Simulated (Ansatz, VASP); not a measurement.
# AgI in VASP and in Ansatz

```
CELL_PARAMETERS angstrom
0.00000 3.22510 3.22510
3.22510 0.00000 3.22510
3.22510 3.22510 0.00000
ATOMIC_POSITIONS crystal
Ag 0.00000 0.00000 0.00000
I 0.25000 0.25000 0.25000
```

Alike in both runs: functional PBEsol; k mesh 8 × 8 × 8; no spin polarisation.

Ansatz relaxed the structure, and its values are those at the end. VASP's run is a single point on that final structure, the one shown.

```csv
,VASP,Ansatz
version,VASP 6.6.1,Ansatz 0.2.0
potentials or method,"VASP PAW PBE potentials, release 64 (Ag, I)","scalar-relativistic, plane waves, PAW"
plane-wave cutoff (eV),520,420
occupations,"gaussian, width 0.01 eV",fixed
valence electrons in the cell,18,36
```

|  | VASP | Ansatz | Ansatz less VASP |
| --- | --- | --- | --- |
| gap on the k mesh at the Fermi level (eV) | 1.20 | 1.20 | -0.004 |
| least direct gap on the mesh (eV) | 1.20 | 1.20 | -0.004 |
| pressure (GPa) | -0.1 | 0.0 | +0.05 |

The two sets of potentials don't hold the same shells in valence.

Caveats: the PAW data sets were made with another functional, which shifts forces and pressure a little (VASP); spin-orbit coupling is left out, which moves the levels of the heavy elements.
